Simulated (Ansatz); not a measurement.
# Si, dhcp: how the functional moves the structure

All rows: Ansatz, plane waves with scalar-relativistic PAW, 420 eV (500 eV for the SCAN forms), relaxed under each functional, no dispersion correction, no zero-point motion. B₀ comes from uniform scaling at fixed shape; a dash is a value not given.

```tsv
functional	V (Å³/atom)	cell	B₀ (GPa)	magnetic state	ΔE to diamond (meV/atom)
PBE	14.44	a = 2.719 Å, c = 9.020 Å (c/a = 3.317)	85	spin not included	520
r²SCAN	13.77	a = 2.675 Å, c = 8.887 Å (c/a = 3.322)	89	spin not included	716
PBEsol	14.04	a = 2.694 Å, c = 8.932 Å (c/a = 3.315)	94	spin not included	390
LDA	13.88	a = 2.684 Å, c = 8.904 Å (c/a = 3.318)	93	spin not included	434
revPBE	14.57	a = 2.728 Å, c = 9.048 Å (c/a = 3.317)	84	spin not included	546
RPBE	14.62	a = 2.730 Å, c = 9.057 Å (c/a = 3.317)	83	spin not included	557
BLYP	16.46	a = 2.836 Å, c = 9.451 Å (c/a = 3.332)	52	spin not included	953
```

r²SCAN gives the smallest volume and BLYP the largest.
